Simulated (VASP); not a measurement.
The system is InP.

```
In P
1.0
     0.00000    2.93050    2.93050
     2.93050    0.00000    2.93050
     2.93050    2.93050    0.00000
In P
1 1
Direct
  0.00000 0.00000 0.00000
  0.25000 0.25000 0.25000
```

```yaml
Program: VASP 6.6.1
Task: relaxation of cell and atoms
Functional: PBE
Potentials_or_basis: VASP PAW PBE potentials, release 64 (In, P)
Cutoff: 300 eV
k_mesh: 4 × 4 × 4
Occupations: gaussian, width 0.03 eV
Spin: no spin polarisation
```

At the start: pressure 5.2 GPa; volume 25.17 Å³/atom.

Question: How do energy, volume and symmetry change on relaxing?

Answer: Over 3 steps the energy falls by 28.1 meV/atom and the volume is 27.01 Å³/atom (+7.3 %); space group F-43m (No. 216, to 0.05 Å).

The path:
| step | energy change (eV) | largest force (eV/Å) | pressure (GPa) | volume (Å³) |
| --- | --- | --- | --- | --- |
| 1 | 0.0000 | 0.0000 | 5.22 | 50.33 |
| 2 | -0.0352 | 0.0000 | -2.53 | 56.54 |
| 3 | -0.0561 | 0.0000 | 0.01 | 54.03 |

Final structure:
```xyz
2
Lattice="0.0000 3.0005 3.0005 3.0005 0.0000 3.0005 3.0005 3.0005 0.0000" Properties=species:S:1:pos:R:3 pbc="T T T"
In    0.0000    0.0000    0.0000
P     1.5003    1.5003    1.5003
```

Caveat: the k mesh is coarse (spacing up to 0.46 Å⁻¹), so the values aren't converged; the cutoff is under 1.25 times the usual one of these potentials, so pressure, stress and relaxed cells hold a basis-set (Pulay) error.
